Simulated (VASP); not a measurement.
# SiSe (P-6m2) in VASP: further runs, part 2 of 2

VASP 6.6.1. Earlier steps stand in the parts before.

## Step 5: Core levels, PBE

Input file INCAR:

```
SYSTEM = SiSe
  PREC = Accurate
  ENCUT = 520
  EDIFF = 1E-6
  ISMEAR = 0
  SIGMA = 0.02
  LREAL = .FALSE.
  LASPH = .TRUE.
  NELM = 60
  ALGO = Normal
  ISIF = 2
  LWAVE = .FALSE.
  LCHARG = .FALSE.
  GGA = PE
  ICORELEVEL = 1
```

Input file KPOINTS:

```
regular mesh
0
G
  9 9 7
  0 0 0
```

Input file POSCAR:

```
SiSe
1.0
    3.5952000000      0.0000000000      0.0000000000
   -1.7976000000      3.1135300000      0.0000000000
    0.0000000000      0.0000000000      3.5987300000
Si Se
1 1
Direct
    0.6666700000      0.3333300000      0.5000000000
    0.0000000000      0.0000000000      0.0000000000
```

Potentials or basis: VASP PAW PBE potentials, release 64 (Si, Se).

Started as:

```
$ cat potpaw_PBE.64/Si/POTCAR potpaw_PBE.64/Se/POTCAR > POTCAR
$ mpirun -np 1 vasp_std > vasp.out
```

OUTCAR:

```text
SYSTEM = SiSe
   PREC = Accurate
   ENCUT = 520
   EDIFF = 1E-6
   ISMEAR = 0
   LREAL = .FALSE.
   LASPH = .TRUE.
   NELM = 60
   ISIF = 2
   GGA = PE

 ion  position               nearest neighbor table
   1  0.667  0.333  0.500-   2 2.75   2 2.75   2 2.75   2 2.75   2 2.75   2 2.75
   2  0.000  0.000  0.000-   1 2.75   1 2.75   1 2.75   1 2.75   1 2.75   1 2.75

  LATTYP: Found a hexagonal cell.
 ALAT       =     3.5952000000
 C/A-ratio  =     1.0009818647

  Lattice vectors:

 A1 = (   3.5952000000,   0.0000000000,   0.0000000000)
 A2 = (  -1.7976000000,   3.1135300000,   0.0000000000)
 A3 = (   0.0000000000,   0.0000000000,   3.5987300000)

Analysis of symmetry for initial positions (statically):
=====================================================================
 Subroutine PRICEL returns:
 Original cell was already a primitive cell.

 Routine SETGRP: Setting up the symmetry group for a
 hexagonal supercell.

 Subroutine GETGRP returns: Found  4 space group operations
 (whereof  4 operations were pure point group operations)
 out of a pool of 24 trial point group operations.

The static configuration has the point symmetry C_2v.

Analysis of symmetry for dynamics (positions and initial velocities):
=====================================================================
 Subroutine PRICEL returns:
 Original cell was already a primitive cell.

 Routine SETGRP: Setting up the symmetry group for a
 hexagonal supercell.

 Subroutine GETGRP returns: Found  4 space group operations
 (whereof  4 operations were pure point group operations)
 out of a pool of 24 trial point group operations.

The dynamic configuration has the point symmetry C_2v.

 Subroutine INISYM returns: Found  4 space group operations
 (whereof  4 operations are pure point group operations),
 and found     1 'primitive' translations

----------------------------------------------------------------------------------------

                                     Primitive cell
[... 119 lines left out ...]
   IVDW    =     0    specifies the selected vdW correction
   LEPSILON=     F    determine dielectric tensor
   LRPA    =     F    only Hartree local field effects (RPA)
 non-spin polarized calculation
 Gauss-broadening in eV      SIGMA  =   0.02
  energy-cutoff  :      520.00
  volume of cell :       40.28
 maximum number of plane-waves:      1113
   NGX = 13   NGY = 13   NGZ = 13

 number of electron      10.0000000 magnetization

 Free energy of the ion-electron system (eV)
  ---------------------------------------------------
  ext. energy  EPLUGINS =         0.00000000
  ---------------------------------------------------
  free energy    TOTEN  =        -8.40482583 eV

  energy without entropy =       -8.40448358  energy(sigma->0) =       -8.40465470

 the core state eigenenergies are
   1-  1s  -1775.5167  2s   -129.0156  2p    -85.0809
   2-  1s -12492.1685  2s  -1595.6476  2p  -1402.0008  3s   -202.3109  3p   -141.7816
       3d    -41.9628

 E-fermi :   6.1924     XC(G=0): -10.0934

 val. band max:        6.1755476199   @ k =  -0.3333   0.2222   0.1429
 cond. band min:       6.2587340383   @ k =   0.4444  -0.0000   0.1429
 fundamental gap:      0.0831864183
 Fermi energy:         6.1924114215

 k-point     1 :       0.0000    0.0000    0.0000
  band No.  band energies     occupation
      1      -9.0869      2.00000
      2       1.4370      2.00000
      3       2.4806      2.00000
      4       4.3864      2.00000
      5       4.3864      2.00000
      6       9.0311      0.00000
      7       9.0312      0.00000
      8       9.6540      0.00000
      9      12.8978      0.00000
[... 265 lines left out ...]
 k-point    24 :       0.4444    0.3333    0.0000
  band No.  band energies     occupation
      1      -7.4188      2.00000
      2      -2.3833      2.00000
      3       0.8171      2.00000
      4       4.4103      2.00000
      5       6.3703      0.00000
      6       8.0510      0.00000
      7       8.1268      0.00000
      8      10.1200      0.00000
      9      12.1580      0.00000

------------------------ aborting loop because EDIFF is reached ----------------------------------------

  FORCE on cell =-STRESS in cart. coord.  units (eV):
  Direction    XX          YY          ZZ          XY          YZ          ZX
  --------------------------------------------------------------------------------------
  -------------------------------------------------------------------------------------
  Total        0.0690991      0.0690716      0.2779453     -0.0000236      0.0000000      0.0000000
  in kB        2.7482593      2.7471660     11.0546365     -0.0009400      0.0000000      0.0000000
  external PRESSURE =       5.5166873 kB  Pullay stress =       0.0000000 kB

 VOLUME and BASIS-vectors are now :
 -----------------------------------------------------------------------------
  energy-cutoff  :      520.00
  volume of cell :       40.28
      direct lattice vectors                 reciprocal lattice vectors
     3.595200000  0.000000000  0.000000000     0.278148643  0.160589427  0.000000000
    -1.797600000  3.113530000  0.000000000     0.000000000  0.321178855  0.000000000
     0.000000000  0.000000000  3.598730000     0.000000000  0.000000000  0.277875806

 POSITION                                       TOTAL-FORCE (eV/Angst)
 -----------------------------------------------------------------------------------
      1.79762      1.03783      1.79937        -0.000019      0.000011      0.000000
      0.00000      0.00000      0.00000         0.000019     -0.000011      0.000000
 -----------------------------------------------------------------------------------
    total drift:                                0.000005      0.000007     -0.000000

  FREE ENERGIE OF THE ION-ELECTRON SYSTEM (eV)
  ---------------------------------------------------
  free  energy   TOTEN  =        -8.4048258303 eV

  energy  without entropy=       -8.4044835774  energy(sigma->0) =       -8.40465470
```

It took 14 s on 1 thread of AMD EPYC 9R45 (Zen 5), shared host; peak memory 0.15 GiB.

Results:

```yaml
Free_energy: -8.4048 eV
Pressure: 0.6 GPa
Band_gap_on_the_k_mesh: none (metal or under the smearing width)
```

Core levels (eV, on the scale of the bands):
| atom | levels |
| --- | --- |
| 1 Si | 1s -1775.5, 2s -129.0, 2p -85.1 |
| 2 Se | 1s -12492.2, 2s -1595.6, 2p -1402.0, 3s -202.3, 3p -141.8, 3d -42.0 |

## Step 6: The reference run

An earlier run on the cell as given: functional PBE; potentials or basis VASP PAW PBE potentials, release 64 (Si, Se); cutoff 520 eV; k mesh 9 × 9 × 7; occupations fermi-dirac, width 0.05 eV; no spin polarisation.

- Pressure: 0.4 GPa
- Band gap on the k mesh: none (metal or under the smearing width)

## Step 7: Summary

```tsv
task	smearing	k mesh for the DOS	occupations for the DOS	gap on the mesh (eV)	pressure (GPa)
optical spectrum	gaussian 0.02 eV	-	-	none	0.5
density of states	gaussian 0.02 eV	14 × 14 × 11	tetrahedron	-	-
electric field gradients	gaussian 0.02 eV	-	-	none	0.5
core levels	gaussian 0.02 eV	-	-	none	0.6
single point	fermi-dirac 0.05 eV	-	-	none	0.4
```

Alike in all rows: level PBE; potentials or basis VASP PAW PBE potentials, release 64 (Si, Se); no spin polarisation; cell as given; k mesh 9 × 9 × 7; cutoff (eV) 520.

Every run on the cell as given and a fine mesh finds a metal.

Caveats: spectra need much finer meshes, so this one isn't converged (some runs); independent-particle spectra lack excitons (some runs); the intraband (Drude) part of a metal's response may be missing (some runs).

Total energies depend on the potentials used, so only differences within one code and one set of settings carry meaning.
